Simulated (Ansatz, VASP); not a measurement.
One calculation of Pb, two programs

```
CELL_PARAMETERS angstrom
0.00000 3.43900 3.43900
3.43900 0.00000 3.43900
3.43900 3.43900 0.00000
ATOMIC_POSITIONS crystal
Pb 0.25000 0.25000 0.25000
Pb 0.00000 0.00000 0.00000
```

This isn't the form of Pb at room conditions, which is fcc.

Alike in both runs: task single point; functional PBEsol; k mesh 6 × 6 × 6; occupations fermi-dirac, width 0.05 eV; no spin polarisation.

|  | VASP | Ansatz |
| --- | --- | --- |
| version | VASP 6.6.1 | Ansatz 0.2.0 |
| potentials or method | VASP PAW PBE potentials, release 64 (Pb_d) | Ansatz PAW |
| plane-wave cutoff (eV) | 520 | 420 |
| valence electrons in the cell | 28 | 28 |

|  | VASP | Ansatz | Ansatz less VASP |
| --- | --- | --- | --- |
| gap on the k mesh at the Fermi level (eV) | none | none | - |
| pressure (GPa) | 0.5 | 0.5 | +0.06 |

A gap of «none» marks a metal or a gap that the smearing closes. With one functional, cell and mesh, what is left measures potentials, basis and numerics.

Caveats: the PAW data sets were made with another functional, which shifts forces and pressure a little (VASP); the PAW data sets come from PBE, with cores solved anew for the run's functional, which leaves a small shift of forces and pressure (Ansatz). The runs have no spin-orbit coupling, so splittings on Pb are missing.
